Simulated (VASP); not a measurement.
The system is TiS2 (pbesol).

```xyz
3
Lattice="3.4120 0.0000 0.0000 -1.7060 2.9549 0.0000 0.0000 0.0000 5.6950" Properties=species:S:1:pos:R:3 pbc="T T T"
Ti    0.0000    0.0000    0.0000
S     0.0000    1.9699    1.4238
S     1.7060    0.9850    4.2713
```

| Item | Value |
| --- | --- |
| Program | VASP 6.6.1 |
| Task | relaxation of cell and atoms |
| Functional | PBEsol |
| Potentials or basis | VASP PAW PBE potentials, release 64 (Ti_sv, S) |
| Cutoff | 600 eV |
| k mesh | 15 × 15 × 8 |
| Occupations | gaussian, width 0.1 eV |
| Spin | no spin polarisation |

At the start: pressure -3.4 GPa; volume 19.14 Å³/atom.

**Question.** How do energy, volume and symmetry change on relaxing?

**Answer.** Over 76 steps the energy falls by 8.7 meV/atom and the volume is 18.31 Å³/atom (-4.3 %); space group P-3m1 (No. 164, to 0.05 Å).

The path:
| step | energy change (eV) | largest force (eV/Å) | pressure (GPa) | volume (Å³) |
| --- | --- | --- | --- | --- |
| 1 | 0.0000 | 0.2741 | -3.44 | 57.42 |
| 3 | -0.0224 | 0.1402 | 0.04 | 55.64 |
| 5 | -0.0252 | 0.0627 | -0.06 | 55.50 |
| 7 | -0.0258 | 0.0090 | -0.08 | 55.36 |
| 9 | -0.0258 | 0.0418 | 0.16 | 55.15 |
| 11 | -0.0258 | 0.0281 | 0.13 | 55.24 |
| 13 | -0.0258 | 0.0267 | 0.07 | 55.24 |
| 15 | -0.0260 | 0.0191 | 0.05 | 55.10 |
| 17 | -0.0260 | 0.0127 | -0.12 | 54.56 |
| 19 | -0.0260 | 0.0159 | 0.18 | 54.52 |
| 21 | -0.0260 | 0.0306 | -0.07 | 54.71 |
| 23 | -0.0260 | 0.0236 | -0.09 | 54.65 |
| 25 | -0.0261 | 0.0019 | 0.08 | 54.63 |
| 27 | -0.0261 | 0.0009 | 0.07 | 54.68 |
| 29 | -0.0258 | 0.0245 | 0.15 | 55.16 |
| 31 | -0.0256 | 0.0319 | -0.20 | 55.30 |
| 33 | -0.0259 | 0.0311 | -0.06 | 55.11 |
| 35 | -0.0260 | 0.0366 | 0.16 | 54.97 |
| 37 | -0.0261 | 0.0062 | 0.03 | 54.98 |
| 39 | -0.0261 | 0.0004 | -0.06 | 55.03 |
| 41 | -0.0261 | 0.0024 | -0.06 | 55.01 |
| 43 | -0.0261 | 0.0042 | -0.02 | 55.01 |
| 45 | -0.0261 | 0.0027 | -0.04 | 55.01 |
| 47 | -0.0261 | 0.0106 | -0.01 | 54.99 |
| 49 | -0.0261 | 0.0110 | 0.01 | 54.98 |
| 51 | -0.0261 | 0.0098 | -0.02 | 54.99 |
| 53 | -0.0261 | 0.0106 | -0.01 | 54.99 |
| 55 | -0.0261 | 0.0034 | -0.04 | 54.93 |
| 57 | -0.0261 | 0.0089 | -0.07 | 54.83 |
| 59 | -0.0261 | 0.0056 | -0.03 | 54.77 |
| 61 | -0.0261 | 0.0078 | -0.01 | 54.79 |
| 63 | -0.0261 | 0.0080 | -0.04 | 54.81 |
| 65 | -0.0261 | 0.0071 | -0.04 | 54.81 |
| 67 | -0.0262 | 0.0039 | -0.01 | 54.81 |
| 69 | -0.0261 | 0.0104 | 0.07 | 54.84 |
| 71 | -0.0262 | 0.0018 | 0.04 | 54.82 |
| 73 | -0.0262 | 0.0020 | 0.02 | 54.82 |
| 75 | -0.0262 | 0.0007 | 0.03 | 54.87 |
| 76 | -0.0261 | 0.0005 | -0.02 | 54.93 |

Final structure:
```
Ti S
1.0
     3.35171    0.00000    0.00000
    -1.67586    2.90267    0.00000
     0.00000    0.00000    5.64633
Ti S
1 2
Direct
  0.00000 0.00000 0.00000
  0.33333 0.66667 0.25241
  0.66667 0.33333 0.74759
```

Caveat: the PAW data sets were made with another functional, which shifts forces and pressure a little.
